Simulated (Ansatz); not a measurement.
Wanted: the native input for an Ansatz 0.2.0 run.

```
Task                                : band structure
Functional                          : r2SCAN
Potentials or basis                 : Ansatz PAW
Cutoff                              : 500 eV (not typed: the program's choice for these potentials)
k mesh                              : 10 × 10 × 6
Occupations                         : fermi-dirac, width 0.05 eV
Spin                                : no spin polarisation
Hubbard terms                       : Ta d U = 4 eV
Path                                : [["G", "M", "K", "G", "A", "L", "H", "A"], ["L", "M"], ["K", "H"]]
Points for each segment of the path : 14
Hubbard projectors                  : ortho-atomic (the default)
Double counting                     : fll (the default)
```

Ta2N:

```
CELL_PARAMETERS angstrom
3.11286 0.00000 0.00000
-1.55643 2.69582 0.00000
0.00000 0.00000 4.86984
ATOMIC_POSITIONS crystal
Ta 0.33333 0.66667 0.25471
Ta 0.66667 0.33333 0.74529
N 0.00000 0.00000 0.00000
```

The cell comes from a database or a generator and needn't be the stable form of this composition.

One way to write it, as run:

input.yaml

```yaml
crystal:
  lattice:
    - [3.112861506, 0.0, 0.0]
    - [-1.556430753, 2.6958171426, 0.0]
    - [0.0, 0.0, 4.869841]
  atoms:
    - { symbol: Ta, position: [0.3333333333, 0.6666666667, 0.254711] }
    - { symbol: Ta, position: [0.6666666667, 0.3333333333, 0.745289] }
    - { symbol: "N", position: [0.0, 0.0, 0.0] }
hamiltonian:
  xc: r2scan
  pseudopotentials: { kind: paw }
  hubbard: { sites: [{ species: Ta, l: d, u_eff: 4.0 }] }
kpoints:
  mp_grid: { grid: [10, 10, 6] }
  band_path:
    path:
      - [[0.0, 0.0, 0.0], [0.5, 0.0, 0.0], [0.3333333333, 0.3333333333, 0.0], [0.0, 0.0, 0.0], [0.0, 0.0, 0.5], [0.5, 0.0, 0.5], [0.3333333333, 0.3333333333, 0.5], [0.0, 0.0, 0.5]]
      - [[0.5, 0.0, 0.5], [0.5, 0.0, 0.0]]
      - [[0.3333333333, 0.3333333333, 0.0], [0.3333333333, 0.3333333333, 0.5]]
    npoints: 14
scf:
  occupations: { method: fermi_dirac, width: 0.05 }
  n_extra_bands: 7
output:
  forces: true
  stress: true
  eigenvalues: true
  fatbands: true
```

Potentials or basis: Ansatz PAW.

Command:

```sh
$ ansatz run input.yaml --threads 2 --pin off --max-ram 5632MiB --backend cpu --events-out ev --progress --plain --runs-dir out
```

It gave:

| Quantity | Value |
| --- | --- |
| Pressure | -2.6 GPa |
| Largest force | 0.247 eV/Å |
| Band gap on the k mesh | none (metal or under the smearing width) |

Caveat: spin-orbit coupling is left out, which moves the levels of the heavy elements; U without spin polarisation on a metal has little footing; the PAW data sets come from PBE, with cores solved anew for the run's functional, which leaves a small shift of forces and pressure.

Wall time 11 s on 2 threads of Arm Neoverse V1 (shared host), peak memory 0.5 GiB.
